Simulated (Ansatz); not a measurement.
## Si2BPC2 (zincblende [110] superlattice): band gap by G0W0 on PBEsol

Aim: the quasiparticle gap of Si2BPC2 (zincblende [110] superlattice), starting from PBEsol.

Calculated with Ansatz 0.2.0; PBEsol, then G0W0 on it, plane waves, PAW.

## 1. The starting structure

The cell holds 12 atoms: 2 B, 2 P, 4 Si and 4 C. Its edges and angles: a = 3.145 Å, b = 4.448 Å, c = 9.312 Å, α = 90.0°, β = 90.0°, γ = 90.0°. It derives from BP. Regions: BP, 4 atoms (2 B and 2 P); SiC, 8 atoms (4 Si and 4 C). The structure's axis is c.

The start is a generated structure, not a measured one.

The logs state that the PAW files were generated under PBE.

## 2. Relaxing the structure

The structure is relaxed first.

This step: DFT, PBEsol, plane waves, PAW; PAW set soft_1.

The input, input.yaml:

```yaml
crystal:
  lattice:
    - [3.1452109627, 0.0, 0.0]
    - [0.0, 4.448, 0.0]
    - [0.0, 0.0, 9.3122166835]
  atoms:
    - { symbol: B, position: [0.0, 0.0, 0.0810553361] }
    - { symbol: P, position: [0.5, 0.25, 0.0810553361] }
    - { symbol: B, position: [0.5, 0.5, 0.2568339916] }
    - { symbol: P, position: [0.0, 0.75, 0.2568339916] }
    - { symbol: Si, position: [0.0, 0.0, 0.432612647] }
    - { symbol: C, position: [0.5, 0.25, 0.432612647] }
    - { symbol: Si, position: [0.5, 0.5, 0.5947233193] }
    - { symbol: C, position: [0.0, 0.75, 0.5947233193] }
    - { symbol: Si, position: [0.0, 0.0, 0.7568339916] }
    - { symbol: C, position: [0.5, 0.25, 0.7568339916] }
    - { symbol: Si, position: [0.5, 0.5, 0.9189446639] }
    - { symbol: C, position: [0.0, 0.75, 0.9189446639] }
kpoints:
  mp_grid: { grid: [6, 6, 2] }
hamiltonian:
  xc: pbesol
  pseudopotentials: { kind: paw, azcp: { folder: soft_1 }, xc_functional: pbe }
scf:
  occupations: { method: fermi_dirac, width: 0.02 }
relax:
  f_tol: 0.015
  max_steps: 100
  cell: {}
```

Command:

```
$ ansatz run input.yaml --threads 4 --pin off --max-ram 17510MiB --backend cpu --events-out ev --progress --plain --runs-dir out
```

Numbers of over 12 decimals in the logs are rounded to 6 here.

What it wrote:

```text
Engine: ansatz 0.2.0, aarch64-unknown-linux-gnu
Pseudopotentials: kind: paw
Pseudopotential: B, paw, valence charge 3, recommended cutoff 420 eV (normal), soft_1/B.paw.azcp
Pseudopotential: P, paw, valence charge 5, recommended cutoff 420 eV (normal), soft_1/P.paw.azcp
Pseudopotential: Si, paw, valence charge 4, recommended cutoff 420 eV (normal), soft_1/Si.paw.azcp
Pseudopotential: C, paw, valence charge 4, recommended cutoff 420 eV (normal), soft_1/C.paw.azcp
Functional definition: PBEsol
  exchange = pbesol_x
  correlation = pbesol_c
Crystal: 12 atoms, lattice volume = 130.277 Å³
Basis set: ecut = 420 eV, 2555 PW (Γ), exchange–correlation on 48×60×128 points (8 copies of the dense FFT grid, shifted against one another)
Bands: 36, of which v1, the nominal top of the filled ones, is band 24 counted from 1 (23 counted from 0)
Symmetry: 2 space group operations
Space group: Pm (ITA 6), of the structure as read, at distance tolerance 5.1e-5 Å
k-points: 32 of 72 (time reversal used)
Non-local potential: B, projectors of the file, l = 0: 2, l = 1: 2, l = 2: 1
Non-local potential: P, projectors of the file, l = 0: 2, l = 1: 2, l = 2: 1
Non-local potential: Si, projectors of the file, l = 0: 2, l = 1: 2, l = 2: 1
Non-local potential: C, projectors of the file, l = 0: 2, l = 1: 2, l = 2: 1
PAW form: soft (Blöchl's): semilocal exchange-correlation on the pseudo side does not see the compensation charge
PAW frozen core: B, regenerated for the run's functional, and the local potential with it (the file was generated under x = pbe(κ = 0.804, μ = 0.219515), c = pbe(β = 0.066725))
PAW frozen core: P, regenerated for the run's functional, and the local potential with it (the file was generated under x = pbe(κ = 0.804, μ = 0.219515), c = pbe(β = 0.066725))
PAW frozen core: Si, regenerated for the run's functional, and the local potential with it (the file was generated under x = pbe(κ = 0.804, μ = 0.219515), c = pbe(β = 0.066725))
PAW frozen core: C, regenerated for the run's functional, and the local potential with it (the file was generated under x = pbe(κ = 0.804, μ = 0.219515), c = pbe(β = 0.066725))
PAW one-centre angular grid: B, 110 points (default); XC on 64 Gauss nodes
PAW one-centre angular grid: P, 110 points (default); XC on 64 Gauss nodes
PAW one-centre angular grid: Si, 110 points (default); XC on 64 Gauss nodes
PAW one-centre angular grid: C, 110 points (default); XC on 64 Gauss nodes
Initial density: superposition of atomic densities (chi_scale 0.1, normalization cell, long waves kept (reshape's long-wave potential 0.29 eV rms))
Initial wavefunctions: pseudopotential atomic-orbital guess
Functional: x = pbesol(κ = 0.804, μ = 0.123457), c = pbesol(β = 0.046)
SCF iter   1: F=—  HF=-5263.785683 eV  |F-HF|=—  |Δ(HF+E_count)|=         —  Δρ=1.08e-1  dr2=1.74e1  ethr=3.10e-3  ⟨swp⟩=8.1  Hψ=6744  notcnv=0  defer=18
preconditioner: auto → Resta (q_TF=auto, 2.310 Å⁻¹)  ε∞=4.8  [insulator: Δε(μ)=2.304 eV  Ē_g=11.607 eV  σ=0.020 eV  W_gap=1.00  n_scr=22 (ndim 8)  ℏωp=22.5 eV  f_vac=0.000  D(μ)=0.00/eV (n_scr^D=0)  ε∞_Penn≈4.8]
SCF iter   2: F=—  HF=-5258.921351 eV  |F-HF|=—  |Δ(HF+E_count)|=    4.86e0  Δρ=4.45e-2  dr2=2.34e0  ethr=3.10e-3  ⟨swp⟩=3.2  Hψ=2567  notcnv=0  defer=188
SCF iter   3: F=—  HF=-5258.231266 eV  |F-HF|=—  |Δ(HF+E_count)|=   6.90e-1  Δρ=1.47e-2  dr2=2.47e-1  ethr=3.10e-3  ⟨swp⟩=3.7  Hψ=1989  notcnv=0  defer=188
SCF iter   4: F=—  HF=-5258.176350 eV  |F-HF|=—  |Δ(HF+E_count)|=   5.49e-2  Δρ=2.97e-3  dr2=1.18e-2  ethr=5.15e-4  ⟨swp⟩=3.5  Hψ=2241  notcnv=0  defer=182
SCF iter   5: F=—  HF=-5258.176714 eV  |F-HF|=—  |Δ(HF+E_count)|=   3.64e-4  Δρ=9.83e-4  dr2=1.09e-3  ethr=2.46e-5  ⟨swp⟩=3.5  Hψ=1929  notcnv=0  defer=182
SCF iter   6: F=—  HF=-5258.177070 eV  |F-HF|=—  |Δ(HF+E_count)|=   3.56e-4  Δρ=3.06e-4  dr2=1.27e-4  ethr=2.27e-6  ⟨swp⟩=2.0  Hψ=1623  notcnv=0  defer=182
SCF iter   7: F=—  HF=-5258.177084 eV  |F-HF|=—  |Δ(HF+E_count)|=   1.39e-5  Δρ=5.74e-5  dr2=3.33e-6  ethr=2.64e-7  ⟨swp⟩=2.0  Hψ=1593  notcnv=0  defer=182
SCF iter   8: F=—  HF=-5258.177046 eV  |F-HF|=—  |Δ(HF+E_count)|=   3.77e-5  Δρ=1.28e-5  dr2=3.02e-7  ethr=6.94e-9  ⟨swp⟩=2.0  Hψ=1794  notcnv=0  defer=182
SCF iter   9: F=-5258.177046 eV  HF=-5258.177046 eV  |F-HF|=4.93e-9  |Δ(HF+E_count)|=   7.95e-9  Δρ=3.60e-6  dr2=1.91e-8  ethr=2.08e-10  ⟨swp⟩=5.2  Hψ=4012  notcnv=0
SCF 1 converged in 9 iterations: F = -5258.177046 eV  dr2 = 1.91e-8
  greatest PAW one-centre occupation: 0.781 electrons in one spin orbital (limit 2), on the P atom at site 1 (counted from 0), in its partial waves of l = 0
relax step   1: F+E_penalty+E_count = -5258.17704610 eV  Δ(F+E_penalty+E_count) = +0.000e0 eV  max|allowed force component| = 8.151e0 eV/Å  Δτ_max = 0.0000 Å  P = +6.544 GPa  Ω = 130.277 Å³  (9 SCF iters, dr2 threshold 1.00e-7 eV, accepted)
[...]
relax step   2: F+E_penalty+E_count = -5260.84738834 eV  Δ(F+E_penalty+E_count) = -2.670e0 eV  max|allowed force component| = 1.437e0 eV/Å  Δτ_max = 0.1884 Å  P = -0.521 GPa  Ω = 130.763 Å³  energy of the carried Pulay correction = -3.587e-4 eV  (6 SCF iters, dr2 threshold 1.20e-6 eV, accepted)
[...]
relax step   3: F+E_penalty+E_count = -5261.01520195 eV  Δ(F+E_penalty+E_count) = -1.678e-1 eV  max|allowed force component| = 8.507e-1 eV/Å  Δτ_max = 0.1017 Å  P = -1.290 GPa  Ω = 130.926 Å³  energy of the carried Pulay correction = -4.786e-4 eV  (6 SCF iters, dr2 threshold 1.20e-6 eV, accepted)
[...]
relax step   4: F+E_penalty+E_count = -5261.13053035 eV  Δ(F+E_penalty+E_count) = -1.153e-1 eV  max|allowed force component| = 1.150e-1 eV/Å  Δτ_max = 0.0476 Å  P = -0.335 GPa  Ω = 130.289 Å³  energy of the carried Pulay correction = -8.693e-6 eV  (6 SCF iters, dr2 threshold 1.20e-6 eV, accepted)
[...]
relax step   5: F+E_penalty+E_count = -5261.13328977 eV  Δ(F+E_penalty+E_count) = -2.759e-3 eV  max|allowed force component| = 2.619e-2 eV/Å  Δτ_max = 0.0057 Å  P = -0.101 GPa  Ω = 130.131 Å³  energy of the carried Pulay correction = +1.080e-4 eV  (4 SCF iters, dr2 threshold 1.20e-6 eV, accepted)
[...]
relax step   6: F+E_penalty+E_count = -5261.13342540 eV  Δ(F+E_penalty+E_count) = -1.356e-4 eV  max|allowed force component| = 2.457e-3 eV/Å  Δτ_max = 0.0012 Å  P = -0.010 GPa  Ω = 130.072 Å³  energy of the carried Pulay correction = +1.514e-4 eV  (4 SCF iters, dr2 threshold 4.29e-8 eV, accepted)
[...]
relax step   7: F+E_penalty+E_count = -5261.13340836 eV  Δ(F+E_penalty+E_count) = +1.703e-5 eV  max|allowed force component| = 2.497e-3 eV/Å  Δτ_max = 0.0000 Å  P = -0.006 GPa  Ω = 130.072 Å³  stress off target by 1.47e-2 GPa  SCF on the basis re-selected at this cell (its energy is not comparable with the rows above)  (5 SCF iters)
basis re-selected at this cell: Δ(F+E_penalty+E_count) = +1.703e-5 eV, ΔP = +0.004 GPa vs the last step (what re-selecting the basis moved, of the pressure what is left beyond the Pulay correction that the steps carried, after the strain that the cell walked since its last selection, with what the two solves' SCF thresholds leave and, on support functions, any second-order correction that the steps lacked; it is no m [...]
SCF converged after 5 iterations
Free energy (F): -5261.133408 eV
Harris-Foulkes:  -5261.133408 eV  (|F-HF|=4.55e-12)
Internal energy: -5261.133407 eV  (E = F + TS)
E sigma→0 (E₀):  -5261.133408 eV
Entropy (-TS):   -0.000001 eV (-0.000 meV/atom)
Fermi energy:    10.283290 eV
--- Per-component energies (eV) ---
  E_band       = 153.941047
  E_kinetic    = 769.862843
  E_local      = -518.761874  (includes V_loc(G=0)·N_el)
  E_nonlocal   = 262.287896
  E_hartree    = 166.797867
  E_xc         = -630.251359
  E_vxc        = -635.068477  (∫ρ·V_xc dr)
  E_paw        = -3611.730887  (= ΣΔE_a)
  E_vpaw       = -57.975329  (= ΣTr[D̂ρ^β])
  E_aug_tail   = 0.000222  (compensation charges beyond the density's cutoff)
  E_ewald      = -1699.670374
  E_core_change = 0.332259  (= ΣΔE_core)
  E_smearing   = -0.000001  (= −TS)
  E_closure    = -0.000000  (closes the sum)
  Σ components = -5261.133408   (vs F -5261.133408, Δ=0.00e0)
--- Forces (eV/Å), atoms counted from 1 ---
  atom   1  B     -0.00000000    -0.00122354    -0.00028818
  atom   2  P      0.00000000     0.00152697    -0.00034096
  atom   3  B     -0.00000000    -0.00168164     0.00033583
  atom   4  P      0.00000000     0.00148494     0.00004860
  atom   5  Si    -0.00000000     0.00128951     0.00154115
  atom   6  C      0.00000000    -0.00138293    -0.00075854
  atom   7  Si    -0.00000000    -0.00016578     0.00159873
  atom   8  C      0.00000000     0.00017073    -0.00240677
  atom   9  Si    -0.00000000     0.00010952    -0.00175890
  atom  10  C      0.00000000     0.00019103     0.00249660
  atom  11  Si    -0.00000000     0.00133440    -0.00165009
  atom  12  C      0.00000000    -0.00165321     0.00118341
  max |Σ_I F_I| component: 8.82e-7 eV/Å
--- Stress (GPa, compression-positive) ---
        0.000003      -0.000000      -0.000000
       -0.000000      -0.014470      -0.001640
       -0.000000      -0.001640      -0.003477
  P = ⅓ Tr σ = -0.0060 GPa (-0.060 kbar)
--- Relaxed structure (6 steps of the walk, 6 accepted, 1 SCFs on fresh bases) ---
  F+E_penalty+E_count = -5261.13340836 eV   max|allowed force component| = 2.497e-3 eV/Å   (the final SCF, on the basis selected at the relaxed cell)
  cell:  # Å, volume = 130.0723 Å³
    - [3.122716, -1.9664870846471576e-18, 1.456646714817832e-18]
    - [-2.7810327053552447e-18, 4.422935, 1.6086358717172413e-5]
    - [4.3127821950765375e-18, 3.367798067059771e-5, 9.417632]
  atoms:
    - { symbol: B, position: [-1.0348781974818881e-17, -0.047126, 0.072082] }
    - { symbol: P, position: [0.500000, 0.211259, 0.098309] }
    - { symbol: B, position: [0.500000, 0.452881, 0.274919] }
    - { symbol: P, position: [-8.757644518639907e-18, 0.711263, 0.248694] }
    - { symbol: Si, position: [5.679917888942377e-18, 0.029135, 0.435976] }
    - { symbol: C, position: [0.500000, 0.268846, 0.426793] }
    - { symbol: Si, position: [0.500000, 0.520475, 0.589690] }
    - { symbol: C, position: [2.568510756290203e-18, 0.767411, 0.594221] }
    - { symbol: Si, position: [3.3711701352829825e-18, 0.020472, 0.757311] }
    - { symbol: C, position: [0.500000, 0.267410, 0.752780] }
    - { symbol: Si, position: [0.500000, 0.529130, 0.911026] }
    - { symbol: C, position: [3.3734766268287628e-18, 0.768844, 0.920206] }
```

Elapsed: 22 s, on 4 threads of Arm Neoverse V1, shared host; peak memory 0.46 GiB; 85 s of CPU time.

Step by step:

```
step  energy less that of the first step (eV)  largest force component (eV/Å)  pressure (GPa)  volume (Å³)
   1                                   0.0000                          8.1511            6.54       130.28
   2                                  -2.6703                          1.4369           -0.52       130.76
   3                                  -2.8382                          0.8507           -1.29       130.93
   4                                  -2.9535                          0.1150           -0.34       130.29
   5                                  -2.9562                          0.0262           -0.10       130.13
   6                                  -2.9564                          0.0025           -0.01       130.07
  7*                                  -2.9564                          0.0025           -0.01       130.07
```

Relaxation steps marked * repeat the geometry before them on a plane-wave basis chosen anew for their cell, so energy and pressure can jump there.

The run keeps the 2 symmetry operations that it works with, so distortions that break them were not tested.

```
     cell as run  before  after  change
           a (Å)   3.145  3.123  -0.7 %
           b (Å)   4.448  4.423  -0.6 %
           c (Å)   9.312  9.418  +1.1 %
volume (Å³/atom)   10.86  10.84  -0.2 %
```

The atoms that moved most (Å, as changes of fractional coordinates times the final cell):

```
atom     dx      dy      dz  length
  B3  0.000  -0.208   0.170   0.269
  P2  0.000  -0.171   0.162   0.236
  B1  0.000  -0.208  -0.085   0.225
  P4  0.000  -0.171  -0.077   0.188
Si11  0.000   0.129  -0.075   0.149
 Si5  0.000   0.129   0.032   0.133
 Si7  0.000   0.091  -0.047   0.102
  C6  0.000   0.083  -0.055   0.100
```

(Part 1 of 3 ends here.)

[Paths, hosts, dates, memory and timing lines, banners, echoed tables and standing remarks are left out of the program output.]

[Logs are printed without paths, hosts, clocks, repeated set-up lines and the standing remarks that a program may print on its own settings, such as how far it seeks lower states.]

[Runs of the session that timed out or met a known fault of the program may be left out.]

[Cells called generated may have been cut or substituted from an entry of the Crystallography Open Database or the Materials Project.]

[Hosts, paths, dates, database ids (printed as entryN), source tags and the programs' standing remarks are cut or masked in the printed files.]

[Where an RPA ε∞ is given, it is that of the G0W0 mesh and is not shown converged in it. Names of k-points follow the symmetry that the program found, which can be lower than the space group named. Band edges on a path are those of the sampled points; other points can move an edge, and change direct to indirect where valleys lie close.]

[Hybrid gaps are those of their k-mesh and are not shown converged in it.]
